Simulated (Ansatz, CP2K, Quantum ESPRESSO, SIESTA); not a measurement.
## La2O3: programs and potentials compared

```
CELL_PARAMETERS angstrom
6.26678 0.00000 0.00000
-3.13339 5.42719 0.00000
0.00000 0.00000 3.29977
ATOMIC_POSITIONS crystal
La 0.66667 0.33333 0.50000
La 0.33333 0.66667 0.50000
O 0.50801 0.00000 0.00000
O 0.00000 0.50801 0.00000
O 0.49199 0.49199 0.00000
```

The cell comes from a database or a generator and needn't be the stable form of this composition.

Alike in all runs: task band structure; functional LDA; k mesh 5 × 5 × 8; occupations fermi-dirac, width 0.05 eV; no spin polarisation; no spin-orbit coupling. LDA stands for any of its common fits. Pressure is positive in compression and, in plane waves, holds the error of the finite cutoff, which Ansatz's Pulay term estimates and takes out. Gaps are the smaller of the mesh's and the band path's.

| program and potentials | plane-wave cutoff (eV) | notes | band gap (eV) | pressure (GPa) | largest force (eV/Å) |
| --- | --- | --- | --- | --- | --- |
| Ansatz, Ansatz PAW | 420 | potentials made for PBE, which Ansatz adapts in part | ? | ? | ? |
| CP2K, GTH_POTENTIALS La GTH-PADE-q11, O GTH-PADE-q6; TZVP-MOLOPT-SR-GTH, TZVP-MOLOPT-PBE-GTH basis | - | atomic basis | 1.34 | -1.54 | 0.054 |
| Quantum ESPRESSO, GBRV 1.5 LDA | 612 | - | 1.39 | -2.97 | 0.072 |
| SIESTA, files PseudoDojo sr-lda-0.4.1-standard, PseudoDojo sr-pbe-0.4.1-standard, DZP (energy shift 0.003 Ry; two zetas on semicore shells) | - | atomic basis; potentials made for PBE | 1.10 | 2.48 | 0.044 |
| Ansatz, all-electron LAPW, scalar-relativistic | - | - | 1.38 | -3.21 | 0.073 |

Problem. Estimate from the other rows what the run with Ansatz, Ansatz PAW gave.

Solution. Band gap 1.39 eV; pressure -3.25 GPa; largest force 0.073 eV/Å. Its pressure holds a Pulay term of +0.44 GPa. The other rows, which needn't bracket it: band gap 1.10 to 1.39; pressure -3.21 to 2.48; largest force 0.044 to 0.073.
